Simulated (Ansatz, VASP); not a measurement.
**One calculation of Pt, two programs**

The input INCAR:

```
SYSTEM = Pt
PREC = Accurate ; ENCUT = 520
EDIFF = 1E-6 ; ISMEAR = 0
SIGMA = 0.1 ; LREAL = .FALSE.
LASPH = .TRUE. ; NELM = 100
ALGO = Fast ; ISIF = 2
LWAVE = .FALSE. ; LCHARG = .FALSE.
GGA = PE ; NBANDS = 17
```

KPOINTS

```
Automatic mesh
0
G
  18 18 14
  0 0 0
```

The input POSCAR:

```
Pt
1.0
    1.9850550543      1.9850550543      0.0000000000
   -1.9850550543      1.9850550543      0.0000000000
    0.0000000000      0.0000000000      3.8510068054
Pt
2
Direct
    0.0000000000      0.0000000000      0.0000000000
    0.5000000000      0.5000000000      0.5000000000
```

Input for Ansatz:

```yaml
crystal:
  lattice:
    - [1.9850550543, 1.9850550543, 0.0]
    - [-1.9850550543, 1.9850550543, 0.0]
    - [0.0, 0.0, 3.8510068054]
  atoms:
    - { symbol: Pt, position: [0.0, 0.0, 0.0] }
    - { symbol: Pt, position: [0.5, 0.5, 0.5] }
basis:
  ecutwfc: 420
kpoints:
  mp_grid: { grid: [18, 18, 14] }
hamiltonian:
  xc: pbe
scf:
  occupations: { method: gaussian, width: 0.1 }
output:
  forces: true
  stress: true
  eigenvalues: true
```

Change from the starting cell: strain along c alone, the other axes held, atoms relaxed: -3.0 %.

Alike in both runs: task single point; functional PBE; k mesh 18 × 18 × 14; occupations gaussian, width 0.1 eV; no spin polarisation.

|  | VASP | Ansatz |
| --- | --- | --- |
| version | VASP 6.6.1 | Ansatz 0.2.0 |
| potentials or method | VASP PAW PBE potentials, release 64 (Pt) | scalar-relativistic, plane waves, PAW |
| plane-wave cutoff (eV) | 520 | 420 |
| valence electrons in the cell | 20 | 36 |

Ansatz gave:

| Item | Value |
| --- | --- |
| gap on the k mesh at the Fermi level (eV) | none |
| pressure (GPa) | 8.3 |
| largest component of the traceless stress (GPa) | 1.72 |

What did VASP give for the same quantities?

gap on the k mesh at the Fermi level (eV): none; pressure (GPa): 7.7; largest component of the traceless stress (GPa): 1.71.

A gap of «none» marks a metal or a gap that the smearing closes. The functional is the same, so the differences come from potentials, cutoffs and numerics. The two sets of potentials don't hold the same shells in valence.

Spin-orbit coupling is left out, which matters for the levels of Pt.
